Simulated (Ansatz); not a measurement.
# Tungsten, dhcp under r²SCAN: from relaxation to bulk modulus, part 1 of 2

Aim: take tungsten in the dhcp structure, relax it, solve it on a dense k-mesh, then scale the cell to 7 volumes from 88 to 112 % of the relaxed one and try a fit of the equation of state. Spin polarisation is left out. The k-meshes are 13×13×4 for the relaxation; 17×17×5 for the dense run; 15×15×4 for the volumes.

Program: Ansatz 0.2.0. Level of theory: DFT r2SCAN, plane waves (500 eV) with PAW, scalar-relativistic; the PAW data stem from PBE, with regenerated cores. These are calculated values, not measurements.

## Step 1: Starting point

Symmetry: P6_3/mmc, No. 194, hexagonal system. Conventional cell: a = 2.819 Å, b = 2.819 Å, c = 9.208 Å, α = 90.00°, β = 90.00°, γ = 120.00°. Around W (site symmetry -3m) lie 12 W at 2.82 Å. W (site symmetry -6m2) is surrounded by 12 W at 2.82 Å.

As a file:

```cif
data_structure
_symmetry_space_group_name_H-M 'P6_3/mmc'
_symmetry_Int_Tables_number 194
_cell_length_a 2.8194
_cell_length_b 2.8194
_cell_length_c 9.2082
_cell_angle_alpha 90.000
_cell_angle_beta 90.000
_cell_angle_gamma 120.000
_cell_volume 63.39
loop_
_atom_site_label
_atom_site_type_symbol
_atom_site_symmetry_multiplicity
_atom_site_Wyckoff_symbol
_atom_site_fract_x
_atom_site_fract_y
_atom_site_fract_z
_atom_site_occupancy
W1 W 2 a 0.00000 0.00000 0.00000 1
W2 W 2 c 0.33333 0.66667 0.25000 1
```

## Step 2: Relaxation of the cell

input.yaml reads:

```yaml
crystal:
  lattice:
    - [2.8194054199, 0.0, 0.0]
    - [-1.40970271, 2.4416767172, 0.0]
    - [0.0, 0.0, 9.2081781015]
  atoms:
    - { symbol: W, position: [0.0, 0.0, 0.0] }
    - { symbol: W, position: [0.0, 0.0, 0.5] }
    - { symbol: W, position: [0.3333333333, 0.6666666667, 0.25] }
    - { symbol: W, position: [0.6666666667, 0.3333333333, 0.75] }
hamiltonian:
  xc: r2scan
  pseudopotentials:
    kind: paw
    azcp:
      W: "pseudopotentials/W.paw.azcp"
basis:
  ecutwfc: 500
  fft_grid_basis: typed
kpoints:
  mp_grid: { grid: [13, 13, 4], shift: [0, 0, 0] }
magnetization:
  spin_polarized: false
scf:
  occupations: { method: fermi_dirac, width: 0.1 }
relax:
  max_steps: 60
  f_tol: 0.01
  cell: {}
```

The run is started by

```console
$ ansatz run input.yaml --threads 1 --pin off --max-ram 3584MiB --backend cpu --events-out ev --progress --plain --runs-dir out
```

Standard output:

```text
Engine: ansatz 0.2.0, x86_64-unknown-linux-gnu
Pseudopotentials: kind: paw
Pseudopotential: W, paw, valence charge 14, recommended cutoff 500 eV (meta_gga), <dir>
Functional definition: r2SCAN
  parameter k0 = 0.174
  parameter k1 = 0.065
  parameter a1 = 4.9479
  exchange = r2scan_x(k0 = k0, k1 = k1, a1 = a1)
  correlation = r2scan_c
Crystal: 4 atoms, lattice volume = 63.390 Å³
Basis set: ecut = 500 eV, 1593 PW (Γ), exchange–correlation on 96×96×288 points (64 copies of the dense FFT grid, shifted against one another)
Bands: 34, of which v1, the nominal top of the filled ones, is band 28 counted from 1 (27 counted from 0)
Symmetry: 24 space group operations
Space group: P63/mmc (ITA 194), of the structure as read, at distance tolerance 4.0e-5 Å
k-points: 63 of 676
Non-local potential: W, projectors of the file, l = 0: 3, l = 1: 2, l = 2: 2, l = 3: 1
PAW form: soft (Blöchl's): semilocal exchange-correlation on the pseudo side does not see the compensation charge
PAW frozen core: W, regenerated for the run's functional (the file was generated under x = pbe(κ = 0.804, μ = 0.2195149727645171), c = pbe(β = 0.06672455060314922))
PAW one-centre angular grid: W, 590 points (default); XC on 160 Gauss nodes
Initial density: superposition of atomic densities (neutral atoms: chi_scale 0, normalization atom), corrected by the library's trained network
Initial wavefunctions: pseudopotential atomic-orbital guess
Functional: x = r2scan, c = r2scan; τ floored in thin density (d = 2e-4 eV/Å³)
SCF iter   1: F=—  HF=-41586.746866 eV  |F-HF|=—  |Δ(HF+E_count)|=         —  Δρ=9.12e-3  dr2=4.27e-2  dr2_τ=1.87e-1  ethr=1.77e-3  ⟨swp⟩=5.0  Hψ=8506  notcnv=0
preconditioner: auto → Kerker (q_TF=auto, 2.673 Å⁻¹)  [metal: Δε(μ)=0.003 eV  Ē_g=5.097 eV  σ=0.100 eV  W_gap=0.01  n_scr=24 (ndim 8)  ℏωp=22.8 eV  f_vac=0.000  D(μ)=5.44/eV (n_scr^D=64)]
SCF iter   2: F=—  HF=-41586.795450 eV  |F-HF|=—  |Δ(HF+E_count)|=   4.86e-2  Δρ=5.25e-3  dr2=1.22e-2  dr2_τ=8.19e-4  ethr=7.62e-5  ⟨swp⟩=2.0  Hψ=3289  notcnv=0
SCF iter   3: F=—  HF=-41586.794342 eV  |F-HF|=—  |Δ(HF+E_count)|=   1.11e-3  Δρ=1.30e-3  dr2=1.93e-3  dr2_τ=4.42e-4  ethr=2.19e-5  ⟨swp⟩=2.0  Hψ=2952  notcnv=0
SCF iter   4: F=—  HF=-41586.794176 eV  |F-HF|=—  |Δ(HF+E_count)|=   1.65e-4  Δρ=4.05e-4  dr2=9.31e-5  dr2_τ=6.97e-6  ethr=3.44e-6  ⟨swp⟩=2.1  Hψ=2787  notcnv=0
SCF iter   5: F=—  HF=-41586.794176 eV  |F-HF|=—  |Δ(HF+E_count)|=   3.00e-8  Δρ=9.30e-5  dr2=5.13e-6  dr2_τ=1.16e-6  ethr=1.66e-7  ⟨swp⟩=2.2  Hψ=2799  notcnv=0
SCF iter   6: F=—  HF=-41586.794176 eV  |F-HF|=—  |Δ(HF+E_count)|=   2.32e-7  Δρ=2.09e-5  dr2=1.93e-7  dr2_τ=1.61e-8  ethr=9.15e-9  ⟨swp⟩=2.1  Hψ=2849  notcnv=0
SCF iter   7: F=-41586.794176 eV  HF=-41586.794176 eV  |F-HF|=1.52e-9  |Δ(HF+E_count)|=   3.17e-8  Δρ=3.63e-6  dr2=4.76e-9  dr2_τ=2.20e-10  ethr=1.79e-10  ⟨swp⟩=4.5  Hψ=6896  notcnv=0
SCF 1 converged in 7 iterations: F = -41586.794176 eV  dr2 = 4.76e-9
relax step   1: F+E_penalty+E_count = -41586.79417579 eV  Δ(F+E_penalty+E_count) = +0.000e0 eV  max|allowed force component| = 3.469e-18 eV/Å  Δτ_max = 0.0000 Å  P = +6.397 GPa  Ω = 63.390 Å³  (7 SCF iters, dr2 threshold 1.00e-7 eV, accepted)
Crystal: 4 atoms, lattice volume = 66.819 Å³
Basis set: ecut = 500 eV, 1703 PW (Γ), exchange–correlation on 96×96×288 points (64 copies of the dense FFT grid, shifted against one another)
Initial density: handed on by an earlier stage of this run
Initial wavefunctions: those handed on with the density
iter 1 solved again at ethr=1.68e-4 eV; its pass at ethr=3.10e-3 eV (dr2=9.43e-2 eV) is discarded
SCF iter   1: F=—  HF=-41586.626842 eV  |F-HF|=—  |Δ(HF+E_count)|=         —  Δρ=1.30e-2  dr2=9.64e-2  dr2_τ=3.64e-1  ethr=1.68e-4  ⟨swp⟩=1.1  Hψ=12075  notcnv=0
preconditioner: auto → Kerker (q_TF=auto, 2.649 Å⁻¹)  [metal: Δε(μ)=0.017 eV  Ē_g=4.865 eV  σ=0.100 eV  W_gap=0.04  n_scr=26 (ndim 8)  ℏωp=22.3 eV  f_vac=0.000  D(μ)=4.40/eV (n_scr^D=52)]
SCF iter   2: F=—  HF=-41586.928868 eV  |F-HF|=—  |Δ(HF+E_count)|=   3.02e-1  Δρ=6.28e-3  dr2=1.66e-2  dr2_τ=1.37e-3  ethr=1.68e-4  ⟨swp⟩=2.1  Hψ=3900  notcnv=0
SCF iter   3: F=—  HF=-41586.930901 eV  |F-HF|=—  |Δ(HF+E_count)|=   2.03e-3  Δρ=2.36e-3  dr2=3.02e-3  dr2_τ=2.40e-4  ethr=2.97e-5  ⟨swp⟩=2.2  Hψ=2688  notcnv=0
SCF iter   4: F=—  HF=-41586.930727 eV  |F-HF|=—  |Δ(HF+E_count)|=   1.74e-4  Δρ=4.57e-4  dr2=1.42e-4  dr2_τ=7.01e-6  ethr=5.40e-6  ⟨swp⟩=2.2  Hψ=2945  notcnv=0
SCF iter   5: F=—  HF=-41586.930722 eV  |F-HF|=—  |Δ(HF+E_count)|=   4.92e-6  Δρ=1.62e-4  dr2=3.17e-5  dr2_τ=3.92e-6  ethr=2.54e-7  ⟨swp⟩=2.1  Hψ=3005  notcnv=0
SCF iter   6: F=—  HF=-41586.930720 eV  |F-HF|=—  |Δ(HF+E_count)|=   2.37e-6  Δρ=6.76e-5  dr2=3.26e-6  dr2_τ=2.25e-7  ethr=5.66e-8  ⟨swp⟩=2.1  Hψ=2696  notcnv=0
SCF iter   7: F=-41586.930720 eV  HF=-41586.930720 eV  |F-HF|=8.54e-8  |Δ(HF+E_count)|=   2.74e-8  Δρ=2.26e-5  dr2=3.30e-7  dr2_τ=1.82e-8  ethr=7.14e-10  ⟨swp⟩=3.1  Hψ=8647  notcnv=0
SCF 2 converged in 7 iterations: F = -41586.930720 eV  dr2 = 3.30e-7
relax step   2: F+E_penalty+E_count = -41586.93071961 eV  Δ(F+E_penalty+E_count) = -1.365e-1 eV  max|allowed force component| = 4.626e-17 eV/Å  Δτ_max = 0.0000 Å  P = -8.524 GPa  Ω = 66.819 Å³  energy of the carried Pulay correction = -1.779e-3 eV  (7 SCF iters, dr2 threshold 4.00e-7 eV, accepted)
Crystal: 4 atoms, lattice volume = 66.252 Å³
Basis set: ecut = 500 eV, 1679 PW (Γ), exchange–correlation on 96×96×288 points (64 copies of the dense FFT grid, shifted against one another)
iter 1 solved again at ethr=5.54e-5 eV; its pass at ethr=3.10e-3 eV (dr2=3.10e-2 eV) is discarded
SCF iter   1: F=—  HF=-41586.990803 eV  |F-HF|=—  |Δ(HF+E_count)|=         —  Δρ=7.12e-3  dr2=3.29e-2  dr2_τ=6.88e-2  ethr=5.54e-5  ⟨swp⟩=1.6  Hψ=11020  notcnv=0
preconditioner: auto → Kerker (q_TF=auto, 2.653 Å⁻¹)  [metal: Δε(μ)=0.016 eV  Ē_g=4.952 eV  σ=0.100 eV  W_gap=0.04  n_scr=14 (ndim 8)  ℏωp=22.3 eV  f_vac=0.000  D(μ)=3.67/eV (n_scr^D=38)]
SCF iter   2: F=—  HF=-41587.024597 eV  |F-HF|=—  |Δ(HF+E_count)|=   3.38e-2  Δρ=3.50e-3  dr2=6.85e-3  dr2_τ=3.57e-4  ethr=5.54e-5  ⟨swp⟩=3.0  Hψ=3888  notcnv=0
SCF iter   3: F=—  HF=-41587.024266 eV  |F-HF|=—  |Δ(HF+E_count)|=   3.32e-4  Δρ=1.12e-3  dr2=8.64e-4  dr2_τ=5.16e-5  ethr=1.22e-5  ⟨swp⟩=2.0  Hψ=2554  notcnv=0
SCF iter   4: F=—  HF=-41587.024140 eV  |F-HF|=—  |Δ(HF+E_count)|=   1.26e-4  Δρ=1.77e-4  dr2=1.14e-5  dr2_τ=1.06e-6  ethr=1.54e-6  ⟨swp⟩=2.3  Hψ=3198  notcnv=0
SCF iter   5: F=—  HF=-41587.024146 eV  |F-HF|=—  |Δ(HF+E_count)|=   5.92e-6  Δρ=4.64e-5  dr2=3.52e-6  dr2_τ=5.93e-7  ethr=2.04e-8  ⟨swp⟩=2.4  Hψ=3499  notcnv=0
SCF iter   6: F=-41587.024145 eV  HF=-41587.024145 eV  |F-HF|=4.06e-8  |Δ(HF+E_count)|=   2.52e-7  Δρ=1.62e-5  dr2=1.69e-7  dr2_τ=2.19e-8  ethr=7.14e-10  ⟨swp⟩=3.7  Hψ=7705  notcnv=0
SCF 3 converged in 6 iterations: F = -41587.024145 eV  dr2 = 1.69e-7
relax step   3: F+E_penalty+E_count = -41587.02414532 eV  Δ(F+E_penalty+E_count) = -9.343e-2 eV  max|allowed force component| = 5.204e-17 eV/Å  Δτ_max = 0.0000 Å  P = -5.465 GPa  Ω = 66.252 Å³  energy of the carried Pulay correction = -1.486e-3 eV  (6 SCF iters, dr2 threshold 4.00e-7 eV, accepted)
[... 11 lines left out ...]
relax step   4: F+E_penalty+E_count = -41587.04839345 eV  Δ(F+E_penalty+E_count) = -2.425e-2 eV  max|allowed force component| = 5.320e-17 eV/Å  Δτ_max = 0.0000 Å  P = +1.168 GPa  Ω = 64.858 Å³  energy of the carried Pulay correction = -7.631e-4 eV  (6 SCF iters, dr2 threshold 4.00e-7 eV, accepted)
[... 9 lines left out ...]
relax step   5: F+E_penalty+E_count = -41587.04978911 eV  Δ(F+E_penalty+E_count) = -1.396e-3 eV  max|allowed force component| = 8.674e-17 eV/Å  Δτ_max = 0.0000 Å  P = -0.022 GPa  Ω = 65.074 Å³  energy of the carried Pulay correction = -8.763e-4 eV  (4 SCF iters, dr2 threshold 4.00e-7 eV, accepted)
[... 9 lines left out ...]
relax step   6: F+E_penalty+E_count = -41587.04983477 eV  Δ(F+E_penalty+E_count) = -4.566e-5 eV  max|allowed force component| = 1.388e-17 eV/Å  Δτ_max = 0.0000 Å  P = +0.006 GPa  Ω = 65.076 Å³  energy of the carried Pulay correction = -8.774e-4 eV  (4 SCF iters, dr2 threshold 1.08e-7 eV, accepted)
[... 10 lines left out ...]
relax step   7: F+E_penalty+E_count = -41587.05139091 eV  Δ(F+E_penalty+E_count) = -1.556e-3 eV  max|allowed force component| = 9.252e-18 eV/Å  Δτ_max = 0.0000 Å  P = +0.021 GPa  Ω = 65.076 Å³  stress off target by 6.41e-2 GPa  SCF on the basis re-selected at this cell (its energy is not comparable with the rows above)  (6 SCF iters)
[... 9 lines left out ...]
relax step   8: F+E_penalty+E_count = -41587.05138930 eV  Δ(F+E_penalty+E_count) = +1.609e-6 eV  max|allowed force component| = 5.782e-17 eV/Å  Δτ_max = 0.0000 Å  P = +0.002 GPa  Ω = 65.082 Å³  energy of the carried Pulay correction = -3.739e-6 eV  (4 SCF iters, dr2 threshold 1.03e-8 eV, accepted)
iter 1 solved again at ethr=2.48e-9 eV; its pass at ethr=3.10e-3 eV (dr2=1.39e-6 eV) is discarded
SCF iter   1: F=—  HF=-41587.051394 eV  |F-HF|=—  |Δ(HF+E_count)|=         —  Δρ=1.25e-6  dr2=6.88e-10  dr2_τ=3.17e-10  ethr=2.48e-9  ⟨swp⟩=4.1  Hψ=15706  notcnv=0
preconditioner: auto → Kerker (q_TF=auto, 2.661 Å⁻¹)  [metal: Δε(μ)=0.032 eV  Ē_g=5.046 eV  σ=0.100 eV  W_gap=0.08  n_scr=14 (ndim 8)  ℏωp=22.5 eV  f_vac=0.000  D(μ)=3.47/eV (n_scr^D=38)]
SCF iter   2: F=—  HF=-41587.051394 eV  |F-HF|=—  |Δ(HF+E_count)|=   2.38e-7  Δρ=7.46e-7  dr2=2.09e-10  dr2_τ=2.65e-11  ethr=1.23e-12  ⟨swp⟩=2.9  Hψ=4423  notcnv=0
SCF iter   3: F=—  HF=-41587.051394 eV  |F-HF|=—  |Δ(HF+E_count)|=  3.64e-11  Δρ=2.20e-7  dr2=5.85e-11  dr2_τ=1.23e-11  ethr=1.00e-12  ⟨swp⟩=1.0  Hψ=2142  notcnv=0
SCF iter   4: F=-41587.051394 eV  HF=-41587.051394 eV  |F-HF|=1.46e-11  |Δ(HF+E_count)|=  1.46e-11  Δρ=5.49e-8  dr2=6.94e-13  dr2_τ=5.22e-13  ethr=1.00e-12  ⟨swp⟩=4.3  Hψ=6788  notcnv=0
SCF 9 converged in 4 iterations: F = -41587.051394 eV  dr2 = 6.94e-13
relax step   9: F+E_penalty+E_count = -41587.05139444 eV  Δ(F+E_penalty+E_count) = -5.136e-6 eV  max|allowed force component| = 4.973e-17 eV/Å  Δτ_max = 0.0000 Å  P = +0.002 GPa  Ω = 65.082 Å³  stress off target by 2.39e-3 GPa  SCF on the basis re-selected at this cell (its energy is not comparable with the rows above)  (4 SCF iters)
basis re-selected at this cell: Δ(F+E_penalty+E_count) = -5.136e-6 eV, ΔP = +0.000 GPa vs the last step (what re-selecting the basis moved, of the pressure what is left beyond the Pulay correction that the steps carried, after the strain that the cell walked since its last selection, with what the two solves' SCF thresholds leave and, on support functions, any second-order correction that the steps lacked; it is no measure of the basis error at this ecutwfc). This SCF's stress stands 2.39e-3 GPa from its target on what of the cell is left free (relax.cell.stress_tol is 5.00e-2 GPa) and its largest allowed force component is 4.97e-17 eV/Å (relax.f_tol is 1.00e-2 eV/Å): within both
SCF converged after 4 iterations
Free energy (F): -41587.051394 eV
Harris-Foulkes:  -41587.051394 eV  (|F-HF|=1.46e-11)
Internal energy: -41586.936314 eV  (E = F + TS)
E sigma→0 (E₀):  -41586.993854 eV
Entropy (-TS):   -0.115081 eV (-28.770 meV/atom)
Fermi energy:    21.488246 eV
--- Per-component energies (eV) ---
  E_band       = -414.248843
  E_kinetic    = 1801.244955
  E_local      = -2490.678429  (includes V_loc(G=0)·N_el)
  E_nonlocal   = 6.160318
  E_hartree    = 892.957131
  E_xc         = -994.755941
  E_vxc        = -1037.970912  (∫ρ·V_xc dr)
  E_paw        = -34372.722478  (= ΣΔE_a)
  E_vpaw       = -532.735304  (= ΣTr[D̂ρ^β])
  E_aug_tail   = -0.000199  (compensation charges beyond the density's cutoff)
  E_vtau       = 53.816450  (kinetic-family band-sum trace: ∫τ·v_τ [+ j·A + Jᵃ·Aᵃ] dr)
  E_ewald      = -6426.789877
  E_core_change = -2.351795  (= ΣΔE_core)
  E_smearing   = -0.115081  (= −TS)
  E_closure    = 0.000000  (closes the sum)
  Σ components = -41587.051394   (vs F -41587.051394, Δ=0.00e0)
--- Forces (eV/Å), atoms counted from 1 ---
  atom   1  W      0.00000000     0.00000000     0.00000000
  atom   2  W      0.00000000     0.00000000     0.00000000
  atom   3  W      0.00000000    -0.00000000     0.00000000
  atom   4  W     -0.00000000     0.00000000     0.00000000
  max |Σ_I F_I| component: 2.31e-17 eV/Å
--- Stress (GPa, compression-positive) ---
        0.002225       0.000000       0.000000
        0.000000       0.002225       0.000000
        0.000000       0.000000       0.002390
  P = ⅓ Tr σ = 0.0023 GPa (0.023 kbar)
--- Relaxed structure (7 steps of the walk, 7 accepted, 2 SCFs on fresh bases) ---
  F+E_penalty+E_count = -41587.05139444 eV   max|allowed force component| = 4.973e-17 eV/Å   (the final SCF, on the basis selected at the relaxed cell)
  cell:  # Å, volume = 65.0817 Å³
    - [2.764768908884991, 2.8308021358154192e-11, 0.0]
    - [-1.3823844544670112, 2.3943601106736323, 0.0]
    - [0.0, 0.0, 9.831290693207821]
  atoms:
    - { symbol: W, position: [-2.0425887885316693e-35, 1.1092127656747325e-35, -1.0212611770667649e-38] }
    - { symbol: W, position: [9.681249526961188e-35, -2.0540977153123156e-36, 0.4999999999999999] }
    - { symbol: W, position: [0.33333333333333337, 0.6666666666666666, 0.24999999999999994] }
    - { symbol: W, position: [0.6666666666666667, 0.33333333333333326, 0.7499999999999999] }
```

It took 2.5 min on 1 thread of Intel Xeon Platinum 8259CL at 2.50GHz (Skylake/Cascade Lake), shared host; peak memory 0.79 GiB.

Step by step:

```
step  energy change (meV/atom)  largest force (eV/Å)  pressure (GPa)  volume (Å³/atom)
   1                      0.00                0.0000            6.40            15.847
   2                    -34.14                0.0000           -8.52            16.705
   3                    -57.49                0.0000           -5.47            16.563
   4                    -63.55                0.0000            1.17            16.215
   5                    -63.90                0.0000           -0.02            16.268
   6                    -63.91                0.0000            0.01            16.269
   7                    -64.30                0.0000            0.02            16.269
   8                    -64.30                0.0000            0.00            16.270
   9                    -64.30                0.0000            0.00            16.270
```

Steps that repeat a cell are solved on a basis chosen anew, so their changes of energy are no gain of the relaxation.

Changes in the cell that was computed:

|  | before | after | change |
| --- | --- | --- | --- |
| a (Å) | 2.819 | 2.765 | -1.9 % |
| b (Å) | 2.819 | 2.765 | -1.9 % |
| c (Å) | 9.208 | 9.831 | +6.8 % |
| volume (Å³/atom) | 15.847 | 16.270 | +2.7 % |
| shortest distance (Å) | 2.819 | 2.765 | -1.9 % |
| space group (spins left aside) | P6_3/mmc | P6_3/mmc | same |

(Continued in part 2 of 2.)
